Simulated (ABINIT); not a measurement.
Crystal: Rh.

```
CELL_PARAMETERS angstrom
0.00000 1.89785 1.89785
1.89785 0.00000 1.89785
1.89785 1.89785 0.00000
ATOMIC_POSITIONS crystal
Rh 0.00000 0.00000 0.00000
```

Base run:

```yaml
Program: ABINIT 10.8.3 (patched build)
Functional: LDA-PZ
Potentials_or_basis: JTH PAW LDA v2.0
Cutoff: 544 eV
k_mesh: 12 × 12 × 12
Occupations: fermi-dirac, width 0.05 eV
Spin: spin-orbit coupling, no magnetisation
```

Its results: band gap on the k mesh none (metal or under the smearing width); pressure -9.3 GPa.

Question: The run is repeated on the same cell with these changes: functional from LDA-PZ to BP86; potentials or basis from JTH PAW LDA v2.0 to JTH PAW PBE v2.0. What comes out?

Answer: Band gap on the k mesh none (metal or under the smearing width); pressure 9.4 GPa.

Caveats: the PAW data sets were made with another functional, which shifts forces and pressure a little (some runs).
